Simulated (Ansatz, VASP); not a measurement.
Ga: VASP beside Ansatz

File INCAR:

```
PREC     = Accurate       # precision mode
ENCUT    = 520            # plane-wave cutoff, eV
EDIFF    = 1E-6           # SCF threshold, eV
ISMEAR   = 1              # smearing method
SIGMA    = 0.05           # smearing width, eV
LREAL    = F              # projectors in reciprocal space
LASPH    = T              # aspherical terms in the spheres
NELM     = 80             # most SCF steps
ALGO     = Normal         # electronic algorithm
ISIF     = 2              # what is computed and relaxed
LWAVE    = F              # write WAVECAR
LCHARG   = T              # write CHGCAR
GGA      = PS             # functional
LELF     = T              # ELF
LVHAR    = T            
NBANDS   = 12             # bands
```

File KPOINTS:

```
regular mesh
0
Gamma
  11 11 11
```

POSCAR

```
Ga
1.0
   -1.4224758030      1.4224758030      2.2583323111
    1.4224758030     -1.4224758030      2.2583323111
    1.4224758030      1.4224758030     -2.2583323111
Ga
1
Direct
    0.0000000000      0.0000000000      0.0000000000
```

Input for Ansatz:

```yaml
crystal:
  lattice:
    - [-1.4224758029635287, 1.4224758029635287, 2.258332311115175]
    - [1.4224758029635287, -1.4224758029635287, 2.258332311115175]
    - [1.4224758029635287, 1.4224758029635287, -2.258332311115175]
  atoms:
    - { symbol: Ga, position: [0.0, 0.0, 0.0] }
basis:
  ecutwfc: 517.016338673772
kpoints:
  mp_grid:
    grid: [11, 11, 11]
hamiltonian:
  xc: pbesol
  pseudopotentials:
    kind: paw
scf:
  occupations:
    method: cold
    width: 0.05
output:
  stress: true
```

This isn't the form of Ga at room conditions, which is orthorhombic.

Alike in both runs: task single point; functional PBEsol; k mesh 11 × 11 × 11; no spin polarisation.

|  | VASP | Ansatz |
| --- | --- | --- |
| version | VASP 6.6.1 | Ansatz 0.2.0 |
| potentials or method | VASP PAW PBE potentials, release 64 (Ga_d) | plane waves, PAW |
| plane-wave cutoff (eV) | 520 | 517 |
| occupations | methfessel-paxton of order 1, width 0.05 eV | cold, width 0.05 eV |
| valence electrons in the cell | 13 | 13 |

Ansatz gave:

```
pressure (GPa)                                  : -2.0
largest component of the traceless stress (GPa) : 1.32
```

**Question.** What did VASP give for the same quantities?

**Answer.** Pressure (GPa): -2.0; largest component of the traceless stress (GPa): 1.24.

Caveats: the PAW data sets were made with another functional, which shifts forces and pressure a little (VASP).
